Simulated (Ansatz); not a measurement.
Crystal: InP.

```
In P
1.0
     0.00000    2.93050    2.93050
     2.93050    0.00000    2.93050
     2.93050    2.93050    0.00000
In P
1 1
Cartesian
  0.0000 0.0000 0.0000
  4.3957 4.3957 4.3957
```

Base run:

* Program: Ansatz 0.2.0
* Functional: PBE
* Potentials or basis: Ansatz PAW
* Cutoff: 250 eV
* Density cutoff: 1000 eV
* k mesh: 8 × 8 × 8
* Occupations: fermi-dirac, width 0.05 eV
* Spin: no spin polarisation

Its results: band gap on the k mesh 0.77 eV, direct; pressure 3.4 GPa.

**Question.** The run is repeated on the same cell with these changes: cutoff from 250 eV to 420 eV (not typed: the program's choice for these potentials); k mesh from 8 × 8 × 8 to 6 × 6 × 6. What comes out?

**Answer.** Band gap on the k mesh 0.71 eV, direct; pressure 3.3 GPa.

Caveats: spin-orbit coupling is left out, which moves the levels of the heavy elements; the pressure holds a Pulay correction of +25.9 GPa for the finite cutoff (some runs); the cutoff lies under the one recommended for these potentials (some runs).

